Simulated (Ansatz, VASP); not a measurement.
## As (dimer As chain) in two plane-wave programs

One calculation is typed for both programs; each brings its own data sets. How far apart do they land? The structure shown is the start of the Ansatz relaxation below; VASP solves that cell, so the two are compared at the walk's first step. Other levels of theory on this material are compared in a session of their own.

Calculated with Ansatz 0.2.0; plane waves, with VASP 6.6.1 beside it; single point at PBEsol and single point at r2SCAN.

## 1. Starting point

The cell holds 2 atoms: 2 As. Cell: a = 7.500 Å, b = 7.500 Å, c = 4.522 Å, α = 90.0°, β = 90.0°, γ = 90.0°. Vacuum lies along a and b. The structure's axis is c.

## 2. Ansatz: relaxation, PBEsol

Ansatz runs on its default PAW (the set named soft_2) files.

The two programs are compared at the cell with which this relaxation starts, whose forces are those of its first step.

Contents of input.yaml:

```yaml
crystal:
  lattice:
    - [7.5, 0.0, 0.0]
    - [0.0, 7.5, 0.0]
    - [0.0, 0.0, 4.522]
  atoms:
    - { symbol: As, position: [0.5, 0.5, 0.0], spin: 0.3 }
    - { symbol: As, position: [0.5, 0.5, 0.45], spin: 0.3 }
magnetization:
  spin_polarized: true
kpoints:
  mp_grid: { grid: [1, 1, 18] }
scf:
  occupations: { method: fermi_dirac, width: 0.05 }
hamiltonian:
  xc: pbesol
relax:
  cell: { fix: [a, b, alpha, beta, gamma] }
  max_steps: 60
```

Command:

```bash
$ ansatz run input.yaml --threads 4 --pin off --max-ram 8192MiB --backend cpu --events-out ev --progress --plain --runs-dir out
```

Numbers of over 12 decimals in the logs are rounded to 6 here.

Log:

```text
Engine: ansatz 0.2.0, aarch64-unknown-linux-gnu
Pseudopotentials: kind: paw
Pseudopotential: As, paw, valence charge 15, recommended cutoff 420 eV (normal), As.paw.azcp
Functional definition: PBEsol
  exchange = pbesol_x
  correlation = pbesol_c
Crystal: 2 atoms, lattice volume = 254.363 Å³
Basis set: ecut = 420 eV, 5023 PW (Γ), exchange–correlation on 108×108×64 points (8 copies of the dense FFT grid, shifted against one another)
Bands: 20, of which v1, the nominal top of the filled ones, is band 15 counted from 1 (14 counted from 0)
Symmetry: 16 space group operations
Space group: P4/mmm (ITA 123), of the structure as read, at distance tolerance 6.3e-5 Å
Magnetic group: BNS 123.339 (UNI 999), of the structure as read, at distance tolerance 6.3e-5 Å
k-points: 10 of 18
Non-local potential: As, projectors of the file, l = 0: 2, l = 1: 2, l = 2: 3, l = 3: 1
PAW form: soft (Blöchl's): semilocal exchange-correlation on the pseudo side does not see the compensation charge
PAW frozen core: As, regenerated for the run's functional, and the local potential with it (the file was generated under x = pbe(κ = 0.804, μ = 0.219515), c = pbe(β = 0.066725))
PAW one-centre angular grid: As, 590 points (default); XC on 64 Gauss nodes
Initial density: superposition of atomic densities (neutral atoms: chi_scale 0, normalization atom)
Starting moments: Σ|m| = 0.6 μB on 2 of 2 sites
Initial wavefunctions: pseudopotential atomic-orbital guess
Functional: x = pbesol(κ = 0.804, μ = 0.123457), c = pbesol(β = 0.046)
iter 1 solved again at ethr=1.85e-3 eV; its pass at ethr=3.10e-3 eV (dr2=5.56e-1 eV) is discarded
SCF iter   1: F=—  HF=-9623.206686 eV  |F-HF|=—  |Δ(HF+E_count)|=         —  Δρ=1.12e-2 (↑1.12e-2 ↓1.12e-2)  dr2=5.66e-1  dr2_m=2.22e-1  M=0.084 μB ∫|m|=0.085 μB  β_m=0.30  ethr=1.85e-3  ⟨swp⟩=1.0  Hψ=2594  notcnv=0
preconditioner: auto → Resta (q_TF=auto, 1.911 Å⁻¹)  ε∞=1.7  [insulator: Δε(μ)=0.183 eV  Ē_g=7.841 eV  σ=0.050 eV  W_gap=0.56  n_scr=38 (ndim 8)  ℏωp=6.6 eV  f_vac=0.683  D(μ)=1.81/eV (n_scr^D=4)  ε∞_Penn≈1.7  vacuum switching on, ρ_ref=4.5e-3 e/Å³]
spin=Collinear: Resta preconditioning applied to the charge; magnetization (m = ρ↑ − ρ↓) channel mixes plain (no charge-response kernel on spin).
SCF iter   2: F=—  HF=-9623.080530 eV  |F-HF|=—  |Δ(HF+E_count)|=   1.26e-1  Δρ=7.79e-3 (↑7.79e-3 ↓7.51e-3)  dr2=1.94e-1  dr2_m=1.10e-1  M=0.070 μB ∫|m|=0.071 μB  β_m=0.30  ethr=1.85e-3  ⟨swp⟩=2.5  Hψ=544  notcnv=0
SCF iter   3: F=—  HF=-9623.023524 eV  |F-HF|=—  |Δ(HF+E_count)|=   5.70e-2  Δρ=5.07e-3 (↑5.07e-3 ↓4.75e-3)  dr2=1.10e-2  dr2_m=5.45e-2  M=0.060 μB ∫|m|=0.061 μB  β_m=0.30  ethr=6.47e-4  ⟨swp⟩=3.4  Hψ=741  notcnv=0
SCF iter   4: F=—  HF=-9623.024804 eV  |F-HF|=—  |Δ(HF+E_count)|=   1.28e-3  Δρ=3.43e-3 (↑3.40e-3 ↓3.43e-3)  dr2=1.14e-3  dr2_m=2.70e-2  M=0.052 μB ∫|m|=0.053 μB  β_m=0.30  ethr=3.68e-5  ⟨swp⟩=3.1  Hψ=821  notcnv=0
SCF iter   5: F=—  HF=-9623.026727 eV  |F-HF|=—  |Δ(HF+E_count)|=   1.92e-3  Δρ=2.41e-3 (↑2.39e-3 ↓2.41e-3)  dr2=2.23e-4  dr2_m=1.34e-2  M=0.045 μB ∫|m|=0.046 μB  β_m=0.30  ethr=3.80e-6  ⟨swp⟩=2.0  Hψ=508  notcnv=0
SCF iter   6: F=—  HF=-9623.027854 eV  |F-HF|=—  |Δ(HF+E_count)|=   1.13e-3  Δρ=1.70e-3 (↑1.70e-3 ↓1.68e-3)  dr2=7.42e-6  dr2_m=6.66e-3  M=0.039 μB ∫|m|=0.040 μB  β_m=0.30  ethr=7.42e-7  ⟨swp⟩=2.5  Hψ=706  notcnv=0
SCF iter   7: F=—  HF=-9623.028349 eV  |F-HF|=—  |Δ(HF+E_count)|=   4.96e-4  Δρ=1.19e-3 (↑1.19e-3 ↓1.19e-3)  dr2=1.24e-6  dr2_m=3.32e-3  M=0.034 μB ∫|m|=0.035 μB  β_m=0.30  ethr=2.47e-8  ⟨swp⟩=2.2  Hψ=642  notcnv=0
Mixer restart at iter 7: flushing history
spin-set hold released at iteration 7 (site moments contracting): the magnetisation degrees of freedom join the quasi-Newton model from the next iteration; the mixer history was flushed
SCF iter   8: F=—  HF=-9623.028636 eV  |F-HF|=—  |Δ(HF+E_count)|=   2.87e-4  Δρ=8.45e-4 (↑8.44e-4 ↓8.45e-4)  dr2=7.05e-7  dr2_m=1.66e-3  M=0.029 μB ∫|m|=0.031 μB  β_m=0.65  ethr=4.14e-9  ⟨swp⟩=2.5  Hψ=756  notcnv=0
SCF iter   9: F=—  HF=-9623.029005 eV  |F-HF|=—  |Δ(HF+E_count)|=   3.68e-4  Δρ=5.64e-5 (↑5.64e-5 ↓5.62e-5)  dr2=5.57e-8  dr2_m=7.38e-6  M=0.014 μB ∫|m|=0.015 μB  β_m=0.82  ethr=2.35e-9  ⟨swp⟩=3.0  Hψ=801  notcnv=0
SCF iter  10: F=—  HF=-9623.029047 eV  |F-HF|=—  |Δ(HF+E_count)|=   4.27e-5  Δρ=3.56e-5 (↑3.56e-5 ↓3.53e-5)  dr2=1.55e-8  dr2_m=2.93e-6  M=0.009 μB ∫|m|=0.010 μB  β_m=0.91  ethr=1.86e-10  ⟨swp⟩=5.0  Hψ=1480  notcnv=0
SCF iter  11: F=—  HF=-9623.029064 eV  |F-HF|=—  |Δ(HF+E_count)|=   1.62e-5  Δρ=1.16e-5 (↑1.10e-5 ↓1.16e-5)  dr2=1.58e-7  dr2_m=2.72e-7  M=0.003 μB ∫|m|=0.003 μB  β_m=0.78  ethr=5.16e-11  ⟨swp⟩=5.3  Hψ=1500  notcnv=0
SCF iter  12: F=—  HF=-9623.029065 eV  |F-HF|=—  |Δ(HF+E_count)|=   1.16e-6  Δρ=3.81e-6 (↑3.81e-6 ↓3.69e-6)  dr2=3.27e-9  dr2_m=3.24e-8  M=0.001 μB ∫|m|=0.001 μB  β_m=0.89  ethr=5.16e-11  ⟨swp⟩=2.0  Hψ=1548  notcnv=0
[...]
SCF iter   8: F=-9623.445497 eV  HF=-9623.445497 eV  |F-HF|=4.91e-11  |Δ(HF+E_count)|=  4.80e-10  Δρ=1.21e-7 (↑1.21e-7 ↓1.07e-7)  dr2=6.18e-12  dr2_m=2.95e-11  M=-0.000 μB ∫|m|=0.000 μB  ethr=1.00e-12  ⟨swp⟩=1.0  Hψ=1122  notcnv=0
the starting moments were not kept: the SCF closed with an absolute magnetisation of 1.2e-5 μB, where they sum to 0.6 μB in size (2 sites). That is at most 0.1 of that sum. Measured as dr2_m measures the in/out step, that magnetisation stands 1.2e-11 eV from none, at or under the dr2_threshold of 2.0e-7 eV: it is no larger than a step whose dr2_m would equal this threshold.
SCF 5 converged in 8 iterations: F = -9623.445497 eV  dr2 = 6.18e-12
relax step   5: F+E_penalty+E_count = -9623.44549725 eV  Δ(F+E_penalty+E_count) = -3.601e-3 eV  max|allowed force component| = 8.820e-2 eV/Å  Δτ_max = 0.0265 Å  P = +0.066 GPa  Ω = 261.014 Å³  energy of the carried Pulay correction = -1.771e-4 eV  fix = [a, b, alpha, beta, gamma]  reactions: a +0.121, b +0.121 GPa  (8 SCF iters, dr2 threshold 2.00e-7 eV, accepted)
[...]
relax step   6: F+E_penalty+E_count = -9623.44629958 eV  Δ(F+E_penalty+E_count) = -8.023e-4 eV  max|allowed force component| = 1.316e-3 eV/Å  Δτ_max = 0.0082 Å  P = +0.075 GPa  Ω = 260.772 Å³  energy of the carried Pulay correction = -1.708e-4 eV  fix = [a, b, alpha, beta, gamma]  reactions: a +0.121, b +0.121 GPa  (7 SCF iters, dr2 threshold 2.00e-7 eV, accepted)
[...]
relax step   7: F+E_penalty+E_count = -9623.44645631 eV  Δ(F+E_penalty+E_count) = -1.567e-4 eV  max|allowed force component| = 1.321e-3 eV/Å  Δτ_max = 0.0000 Å  P = +0.075 GPa  Ω = 260.772 Å³  fix = [a, b, alpha, beta, gamma]  reactions: a +0.121, b +0.121 GPa  stress off target by 1.73e-2 GPa on what of the cell is left free  SCF on the basis re-selected at this cell (its energy is not comparable with the rows above)  (5 SCF iters)
basis re-selected at this cell: Δ(F+E_penalty+E_count) = -1.567e-4 eV, ΔP = +0.000 GPa vs the last step (what re-selecting the basis moved, of the pressure what is left beyond the Pulay correction that the steps carried, after the strain that the cell walked since its last selection, with what the two solves' SCF thresholds leave and, on support functions, any second-order correction that the steps lacked; it is no m [...]
SCF converged after 5 iterations
Magnetization: 0.0000 μB (15.0000 up, 15.0000 down)
Absolute magnetization: 0.0000 μB (∫|ρ↑−ρ↓|, with the PAW one-centre terms)
Spin contamination: 0.0000 ħ² per cell (⟨S²⟩ above its minimum at these occupations)
Per-site moments (μB) at R_I (Å): [(7.286423352508014e-8, 0.956066), (7.286423346691556e-8, 0.956066)]
Free energy (F): -9623.446456 eV
Harris-Foulkes:  -9623.446456 eV  (|F-HF|=8.19e-11)
Internal energy: -9623.431237 eV  (E = F + TS)
E sigma→0 (E₀):  -9623.438846 eV
Entropy (-TS):   -0.015220 eV (-7.610 meV/atom)
Fermi energy:    -2.802165 eV
--- Per-component energies (eV) ---
  E_band       = -843.222574
  E_kinetic    = 202.913091
  E_local      = -8074.819394  (includes V_loc(G=0)·N_el)
  E_nonlocal   = -1337.220323
  E_hartree    = 4027.635395
  E_xc         = -154.395348
  E_vxc        = -154.240566  (∫ρ·V_xc dr)
  E_paw        = -3584.308065  (= ΣΔE_a)
  E_vpaw       = 464.873586  (= ΣTr[D̂ρ^β])
  E_aug_tail   = 0.000017  (compensation charges beyond the density's cutoff)
  E_ewald      = -705.169467
  E_core_change = 1.932857  (= ΣΔE_core)
  E_smearing   = -0.015220  (= −TS)
  E_closure    = 0.000000  (closes the sum)
  Σ components = -9623.446456   (vs F -9623.446456, Δ=0.00e0)
--- Forces (eV/Å), atoms counted from 1 ---
  atom   1  As     0.00000000     0.00000000    -0.00132057
  atom   2  As    -0.00000000     0.00000000     0.00132057
  max |Σ_I F_I| component: 0.00e0 eV/Å
--- Stress (GPa, compression-positive) ---
        0.120891      -0.000000      -0.000000
       -0.000000       0.120891       0.000000
       -0.000000       0.000000      -0.017305
  P = ⅓ Tr σ = 0.0748 GPa (0.748 kbar)
--- Relaxed structure (6 steps of the walk, 6 accepted, 1 SCFs on fresh bases) ---
  F+E_penalty+E_count = -9623.44645631 eV   max|allowed force component| = 1.321e-3 eV/Å   (the final SCF, on the basis selected at the relaxed cell)
  cell:  # Å, volume = 260.7717 Å³
    - [7.5, 0, 0]
    - [0, 7.5, 0]
    - [0, 0, 4.635941]
  atoms:
    - { symbol: As, position: [0.5, 0.5, -0.024975] }
    - { symbol: As, position: [0.5, 0.5, 0.474975] }
```

Reading the cycles: dr2 is the Hartree energy of the density residual (eV), the measure of convergence; HF is the Harris–Foulkes estimate of the energy, which meets the free energy F at convergence.

## 3. VASP: single point, PBEsol, start cell

The same cell, functional, mesh and smearing now go to VASP, with its own data sets.

Lines of VASP's logs that name or quote its potential files are left out, and so is its time.

Contents of INCAR:

```
SYSTEM = As
PREC = Accurate
ENCUT = 400
EDIFF = 1E-06
NELM = 200
ISMEAR = -1
SIGMA = 0.05
LREAL = .FALSE.
ALGO = Normal
GGA = PS
NBANDS = 12
ISPIN = 2
MAGMOM = 0 0
LORBIT = 11
LWAVE = .FALSE.
LCHARG = .FALSE.
ISIF = 2
LASPH = .TRUE.
GGA_COMPAT = .FALSE.
KPAR = 2
```

Contents of POSCAR:

```
As
1.0
    7.5000000000      0.0000000000      0.0000000000
    0.0000000000      7.5000000000      0.0000000000
    0.0000000000      0.0000000000      4.5220000000
As
2
Direct
    0.5000000000      0.5000000000      1.0000000000
    0.5000000000      0.5000000000      0.4500000000
```

Contents of KPOINTS:

```
Automatic mesh
0
Gamma
1 1 18
0 0 0
```

PAW data sets: As (PBE family, release 64).

Command:

```bash
$ mpirun -np 2 vasp_std
```

Log:

```text
[banner, memory and clock lines left out]
running    2 mpi-ranks, on    1 nodes
 distrk:  each k-point on    1 cores,    2 groups
 distr:  one band on    1 cores,    1 groups

 POSCAR found type information on POSCAR As
 POSCAR found :  1 types and       2 ions
|                                                                             |
|               ----> ADVICE to this user running VASP <----                  |
|                                                                             |
|     You enforced a specific xc type in the INCAR file but a different       |
|     [... a line on the potential file left out ...]
|     I HOPE YOU KNOW WHAT YOU ARE DOING!                                     |
|                                                                             |

 LDA part: xc-table for (Slater+PW92), standard interpolation
 POSCAR, INCAR and KPOINTS ok, starting setup
 FFT: planning ... GRIDC
 FFT: planning ... GRID_SOFT
 FFT: planning ... GRID
 WAVECAR not read
 entering main loop
       N       E                     dE             d eps       ncg     rms          rms(c)
DAV:   1     0.472971584585E+02    0.47297E+02   -0.25434E+03   480   0.435E+02
DAV:   2    -0.235978427573E+01   -0.49657E+02   -0.47968E+02   732   0.884E+01
DAV:   3    -0.730165761009E+01   -0.49419E+01   -0.48866E+01   644   0.320E+01
DAV:   4    -0.738846494144E+01   -0.86807E-01   -0.86526E-01   584   0.509E+00
DAV:   5    -0.738978266541E+01   -0.13177E-02   -0.13176E-02   640   0.625E-01    0.415E+00
DAV:   6    -0.722201298883E+01    0.16777E+00   -0.22713E-01   588   0.208E+00    0.222E+00
DAV:   7    -0.716732489790E+01    0.54688E-01   -0.19139E-01   568   0.192E+00    0.475E-01
DAV:   8    -0.716504154510E+01    0.22834E-02   -0.14455E-02   552   0.604E-01    0.115E-01
DAV:   9    -0.716533837198E+01   -0.29683E-03   -0.72304E-04   516   0.142E-01    0.643E-02
DAV:  10    -0.716571833057E+01   -0.37996E-03   -0.22763E-04   512   0.875E-02    0.512E-02
DAV:  11    -0.716603051983E+01   -0.31219E-03   -0.45852E-05   548   0.361E-02    0.386E-02
DAV:  12    -0.716641838946E+01   -0.38787E-03   -0.69749E-05   504   0.454E-02    0.905E-03
DAV:  13    -0.716652460612E+01   -0.10622E-03   -0.17366E-05   552   0.235E-02    0.612E-03
DAV:  14    -0.716659868361E+01   -0.74077E-04   -0.46466E-06   560   0.134E-02    0.240E-03
DAV:  15    -0.716661328386E+01   -0.14600E-04   -0.15562E-06   536   0.646E-03    0.159E-03
DAV:  16    -0.716661529034E+01   -0.20065E-05   -0.25428E-07   584   0.234E-03    0.542E-04
DAV:  17    -0.716661620989E+01   -0.91956E-06   -0.72038E-08   524   0.128E-03
   1 F= -.71666162E+01 E0= -.71586077E+01  d E =-.160171E-01  mag=     0.0000
```

OUTCAR, selected parts (step 3):

```text
ion  position               nearest neighbor table
   1  0.500  0.500  0.000-   2 2.03   2 2.49
   2  0.500  0.500  0.450-   1 2.03   1 2.49

  LATTYP: Found a simple tetragonal cell.
 ALAT       =     7.5000000000
 C/A-ratio  =     0.6029333333

 Subroutine GETGRP returns: Found 16 space group operations
 (whereof  8 operations were pure point group operations)

The static configuration has the point symmetry C_4v.
 The point group associated with its full space group is D_4h.

 Found     10 irreducible k-points:

   k-points           NKPTS =     10   k-points in BZ     NKDIM =     10   number of bands    NBANDS=     12

   dimension x,y,z NGX =    50 NGY =   50 NGZ =   30
   dimension x,y,z NGXF=   100 NGYF=  100 NGZF=   60

   ENCUT  =  400.0 eV  29.40 Ry    5.42 a.u.  12.23 12.23  7.37*2*pi/ulx,y,z

   NELECT =      10.0000    total number of electrons

 k-points in reciprocal lattice and weights: Automatic mesh
   0.00000000  0.00000000  0.00000000       0.056
   0.00000000  0.00000000  0.05555556       0.111
   0.00000000  0.00000000  0.11111111       0.111
   0.00000000  0.00000000  0.16666667       0.111
   0.00000000  0.00000000  0.22222222       0.111
   0.00000000  0.00000000  0.27777778       0.111
   0.00000000  0.00000000  0.33333333       0.111
   0.00000000  0.00000000  0.38888889       0.111
   0.00000000  0.00000000  0.44444444       0.111
   0.00000000  0.00000000  0.50000000       0.056

 average (electrostatic) potential at core
       1 -57.6841       2 -57.6841

 E-fermi :  -3.1641

 spin component 1
 k-point     1 :       0.0000    0.0000    0.0000
  band No.  band energies     occupation
      1     -16.5740      1.00000
      2      -9.0078      1.00000
      3      -8.6128      1.00000
      4      -5.9829      1.00000
      5      -5.9829      1.00000
      6      -0.2623      0.00000
      7      -0.2623      0.00000
      8       0.1679      0.00000
      9       1.8409      0.00000
     10       2.9918      0.00000
    ...

 k-point     2 :       0.0000    0.0000    0.0556
  band No.  band energies     occupation
      1     -16.5561      1.00000
      2      -9.6056      1.00000
      3      -7.9676      1.00000
      4      -5.9616      1.00000
      5      -5.9616      1.00000
      6      -0.3810      0.00000
      7      -0.3810      0.00000
      8       0.1900      0.00000
      9       1.8634      0.00000
     10       3.0140      0.00000
    ...

 k-point     3 :       0.0000    0.0000    0.1111
  band No.  band energies     occupation
      1     -16.5027      1.00000
      2     -10.3147      1.00000
      3      -7.1164      1.00000
      4      -5.8980      1.00000
      5      -5.8980      1.00000
      6      -0.6942      0.00000
      7      -0.6942      0.00000
      8       0.2563      0.00000
      9       1.9307      0.00000
     10       3.0804      0.00000
    ...

 k-point     4 :       0.0000    0.0000    0.1667
  band No.  band energies     occupation
      1     -16.4155      1.00000
      2     -10.9786      1.00000
      3      -6.2161      1.00000
      4      -5.7930      1.00000
      5      -5.7930      1.00000
      6      -1.1202      0.00000
      7      -1.1202      0.00000
      8       0.3666      0.00000
      9       2.0430      0.00000
     10       3.1910      0.00000
    ...

 k-point     5 :       0.0000    0.0000    0.2222
  band No.  band energies     occupation
      1     -16.2975      1.00000
      2     -11.5871      1.00000
      3      -5.6488      1.00000
      4      -5.6488      1.00000
      5      -5.2773      1.00000
      6      -1.5931      0.00000
      7      -1.5931      0.00000
      8       0.5205      0.00000
      9       2.2001      0.00000
     10       3.3456      0.00000
    ...

 k-point     6 :       0.0000    0.0000    0.2778
  band No.  band energies     occupation
      1     -16.1547      1.00000
      2     -12.1326      1.00000
      3      -5.4692      1.00000
      4      -5.4692      1.00000
      5      -4.3094      1.00000
      6      -2.0706      0.00000
      7      -2.0706      0.00000
      8       0.7173      0.00000
      9       2.4018      0.00000
     10       3.5438      0.00000
    ...

  Total        0.1701143      0.1701143     10.8790487      0.0000000      0.0000000     -0.0000000
  in kB        1.0715150      1.0715150     68.5249012      0.0000000      0.0000000     -0.0000000
  external PRESSURE =      23.5559771 kB  Pullay stress =       0.0000000 kB

  energy-cutoff  :      400.00
  volume of cell :      254.36
      direct lattice vectors                 reciprocal lattice vectors
     7.500000000  0.000000000  0.000000000     0.133333333  0.000000000  0.000000000
     0.000000000  7.500000000  0.000000000     0.000000000  0.133333333  0.000000000
     0.000000000  0.000000000  4.522000000     0.000000000  0.000000000  0.221141088

 POSITION                                       TOTAL-FORCE (eV/Angst)
 -----------------------------------------------------------------------------------
      3.75000      3.75000      0.00000        -0.000000     -0.000000     -4.100736
      3.75000      3.75000      2.03490         0.000000      0.000000      4.100736
 -----------------------------------------------------------------------------------
    total drift:                                0.000000     -0.000000     -0.000000

  FREE ENERGIE OF THE ION-ELECTRON SYSTEM (eV)
  ---------------------------------------------------
  free  energy   TOTEN  =        -7.1666162099 eV

  energy  without entropy=       -7.1505991074  energy(sigma->0) =       -7.15860766

 total charge
# of ion       s       p       d       tot
------------------------------------------
    1        1.313   1.454   0.058   2.826
    2        1.313   1.454   0.058   2.826
--------------------------------------------------
tot          2.627   2.909   0.117   5.652

 magnetization (x)
# of ion       s       p       d       tot
------------------------------------------
    1        0.000  -0.000  -0.000  -0.000
    2        0.000  -0.000  -0.000  -0.000
--------------------------------------------------
tot          0.000  -0.000  -0.000  -0.000

[... 6 further parts left out ...]
```

## 4. Side by side

Known differences besides the potentials themselves: the data sets hold 30 valence electrons in Ansatz (on its default PAW (the set named soft_2) files) and 10 in VASP; the cutoff is 420 eV in Ansatz and 400 eV in VASP; Ansatz makes its cores anew for this functional, VASP keeps those of its PBE data sets. Total energies have different zeros and are not compared.

Forces (eV/Å; atoms numbered as in POSCAR):

```tsv
atom	Ansatz x, y, z	VASP x, y, z
As1	0.000, 0.000, -3.895	0.000, 0.000, -4.101
As2	0.000, 0.000, 3.895	0.000, 0.000, 4.101
```

The forces differ by 119 meV/Å r.m.s., which is 5.0 % of the r.m.s. force of 2.368 eV/Å (both taken over all components). Moments aren't recorded for both runs of this pair, so they may hold unlike magnetic states.

[end of part 1 of 2]

[Lines on the potential files, build, host, timing and source positions are cut from VASP's logs without a mark.]

[Logs are printed without paths, hosts, clocks, repeated set-up lines and the standing remarks that a program may print on its own settings, such as how far it seeks lower states.]

[Hosts, paths, dates, database ids (printed as entryN), source tags and the programs' standing remarks are cut or masked in the printed files.]
